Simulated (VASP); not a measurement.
A run of VASP 6.6.1 is set up as follows.

File POSCAR:

```
CuO
1.0
    2.3446500000     -1.7134000000      0.0000000000
    2.3446500000      1.7134000000      0.0000000000
   -0.8605543552      0.0000000000      5.0594363927
Cu O
2 2
Direct
    0.4968000000      0.0032000000      0.5000000000
    0.0032000000      0.4968000000      0.0000000000
    0.4056000000      0.5714000000      0.7537000000
    0.5714000000      0.4056000000      0.2537000000
```

The input INCAR.step1:

```
ALGO = Normal ; EDIFF = 1E-6
ENCUT = 500 ; GGA = PE
ISIF = 2 ; ISMEAR = -1
LASPH = True ; LCHARG = True
LMAXMIX = 4 ; LREAL = False
LWAVE = False ; NBANDS = 25
NELM = 60 ; PREC = Accurate
SIGMA = 0.05
```

The input KPOINTS.step1:

```
k-points
0
Gamma
  10 10 5
```

The input INCAR.step2:

```
ALGO = Normal ; EDIFF = 1E-6
ENCUT = 500 ; GGA = PE
ICHARG = 11 ; ISIF = 2
ISMEAR = 0 ; LASPH = True
LCHARG = False ; LMAXMIX = 4
LREAL = False ; LWAVE = False
NBANDS = 25 ; NELM = 60
PREC = Accurate ; SIGMA = 0.05
```

Contents of KPOINTS.step2:

```
path GYFLI,I1ZF1,YX1,XGN,MG
15
line-mode
reciprocal
 0.0000000000  0.0000000000  0.0000000000  G
-0.5000000000 -0.5000000000  0.0000000000  Y

-0.5000000000 -0.5000000000  0.0000000000  Y
-0.5249462874 -0.5249462874  0.3256415493  F

-0.5249462874 -0.5249462874  0.3256415493  F
-0.5000000000 -0.5000000000  0.5000000000  L

-0.5000000000 -0.5000000000  0.5000000000  L
-0.6336780905 -0.3663219095  0.5000000000  I

-0.3663219095  0.3663219095  0.5000000000  I1
 0.0000000000  0.0000000000  0.5000000000  Z

 0.0000000000  0.0000000000  0.5000000000  Z
-0.4750537126 -0.4750537126  0.6743584507  F1

-0.5000000000 -0.5000000000  0.0000000000  Y
-0.6126314136 -0.3873685864  0.0000000000  X1

-0.3873685864  0.3873685864  0.0000000000  X
 0.0000000000  0.0000000000  0.0000000000  G

 0.0000000000  0.0000000000  0.0000000000  G
-0.5000000000  0.0000000000  0.0000000000  N

-0.5000000000  0.0000000000  0.5000000000  M
 0.0000000000  0.0000000000  0.0000000000  G
```

Potentials or basis: VASP PAW PBE potentials, release 64 (Cu, O).

Run with:

```bash
$ cat potpaw_PBE.64/Cu/POTCAR potpaw_PBE.64/O/POTCAR > POTCAR
$ cp INCAR.step1 INCAR
$ cp KPOINTS.step1 KPOINTS
$ mpirun -np 1 vasp_std > vasp.out
$ cp INCAR.step2 INCAR
$ cp KPOINTS.step2 KPOINTS
$ mpirun -np 1 vasp_std > vasp.out
```

Task: What does it give for the band gap along the path?

Result: None (metal or under the smearing width).

Levels at the corners of the path, in eV from the Fermi level:
```csv
point,band 13,band 14,band 15,band 16,band 17,band 18,band 19,band 20,band 21,band 22
Γ,-2.31,-2.22,-2.13,-1.65,0.22,0.92,1.71,6.06,8.16,13.36
Y,-2.14,-2.12,-1.67,-1.22,-0.65,1.07,3.39,7.06,8.57,10.00
Y,-2.14,-2.12,-1.67,-1.22,-0.65,1.07,3.39,7.06,8.57,10.00
F,-1.89,-1.84,-1.34,-1.33,-0.66,0.19,4.28,6.17,8.72,9.51
F,-1.89,-1.84,-1.34,-1.33,-0.66,0.19,4.28,6.17,8.72,9.51
L,-1.65,-1.65,-1.30,-1.30,-0.41,-0.41,5.24,5.24,9.02,9.02
L,-1.65,-1.65,-1.30,-1.30,-0.41,-0.41,5.24,5.24,9.02,9.02
I,-1.80,-1.80,-1.49,-1.49,-0.29,-0.29,5.88,5.88,9.10,9.10
I1,-1.80,-1.80,-1.49,-1.49,-0.29,-0.29,5.88,5.88,9.10,9.10
Z,-2.23,-2.23,-1.47,-1.47,0.25,0.25,3.93,3.93,11.70,11.70
Z,-2.23,-2.23,-1.47,-1.47,0.25,0.25,3.93,3.93,11.70,11.70
F1,-1.89,-1.84,-1.34,-1.33,-0.66,0.19,4.28,6.17,8.72,9.51
Y,-2.14,-2.12,-1.67,-1.22,-0.65,1.07,3.39,7.06,8.57,10.00
X1,-2.06,-2.00,-1.40,-1.34,-1.28,0.89,4.90,7.22,7.71,9.85
X,-2.06,-2.00,-1.40,-1.34,-1.28,0.89,4.90,7.22,7.71,9.85
Γ,-2.31,-2.22,-2.13,-1.65,0.22,0.92,1.71,6.06,8.16,13.36
Γ,-2.31,-2.22,-2.13,-1.65,0.22,0.92,1.71,6.06,8.16,13.36
N,-2.05,-1.60,-1.49,-1.40,-0.03,0.29,4.91,6.32,6.95,11.11
M,-2.21,-2.15,-1.73,-1.60,-0.09,0.74,5.15,6.53,8.11,8.54
Γ,-2.31,-2.22,-2.13,-1.65,0.22,0.92,1.71,6.06,8.16,13.36
```

Caveat: the log is that of the step along the path at fixed density, whose energy, stress, charges and moments have no meaning; the run has no spin polarisation, though such a crystal can be magnetic; semilocal functionals often make such compounds metallic where correlation or magnetic order opens a gap, which also shifts bond lengths.
